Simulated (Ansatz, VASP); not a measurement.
## Two plane-wave programs on MgI2

INCAR

```
PREC = Accurate ; ENCUT = 520
EDIFF = 1E-6 ; ISMEAR = 0
SIGMA = 0.05 ; LREAL = False
LASPH = True ; NELM = 100
ALGO = Normal ; ISIF = 2
LWAVE = False ; LCHARG = True
GGA = PE ; LELF = True
LVHAR = True ; NBANDS = 15
```

The input KPOINTS:

```
Automatic mesh
0
Gamma
  6 6 4
```

POSCAR

```
MgI2
1.0
    4.3165329393      0.0000000000      0.0000000000
   -2.1582664697      3.7382271817      0.0000000000
    0.0000000000      0.0000000000      8.0147218160
Mg I
1 2
Direct
    0.0000000000      0.0000000000      0.0000000000
    0.3333333333      0.6666666667      0.7781860196
    0.6666666667      0.3333333333      0.2218139804
```

Input for Ansatz:

```yaml
crystal:
  lattice:
    - [4.3165329393, 0.0, 0.0]
    - [-2.1582664697, 3.7382271817, 0.0]
    - [0.0, 0.0, 8.014721816]
  atoms:
    - { symbol: Mg, position: [0.0, 0.0, 0.0] }
    - { symbol: I, position: [0.3333333333, 0.6666666667, 0.7781860196] }
    - { symbol: I, position: [0.6666666667, 0.3333333333, 0.2218139804] }
basis:
  ecutwfc: 520.0
kpoints:
  mp_grid: { grid: [6, 6, 4] }
hamiltonian:
  xc: pbe
scf:
  occupations: { method: gaussian, width: 0.05 }
output:
  forces: true
  stress: true
  eigenvalues: true
```

Alike in both runs: task single point; functional PBE; k mesh 6 × 6 × 4; occupations gaussian, width 0.05 eV; no spin polarisation.

|  | VASP | Ansatz |
| --- | --- | --- |
| version | VASP 6.6.1 | Ansatz 0.2.0 |
| potentials or method | VASP PAW PBE potentials, release 64 (Mg, I) | scalar-relativistic, plane waves, PAW |
| plane-wave cutoff (eV) | 520 | 520 |
| valence electrons in the cell | 16 | 44 |

|  | VASP | Ansatz | Ansatz less VASP |
| --- | --- | --- | --- |
| gap on the k mesh at the Fermi level (eV) | 3.28 | 3.30 | +0.016 |
| least direct gap on the mesh (eV) | 3.28 | 3.30 | +0.016 |
| pressure (GPa) | -2.2 | -2.2 | +0.04 |
| largest component of the traceless stress (GPa) | 0.34 | 0.35 | +0.004 |
| rms of the force components (eV/Å) | 0.271 | 0.267 | -0.0044 |

Atom by atom the forces differ by 0.004 eV/Å (rms over components). The functional is the same, so the differences come from potentials, cutoffs and numerics. The two sets of potentials don't hold the same shells in valence.

Caveats: spin-orbit coupling is left out, which moves the levels of the heavy elements; this functional lacks dispersion, which binds the layers, so the pressure and a relaxed spacing across them are unreliable. A k mesh can miss the band edges.
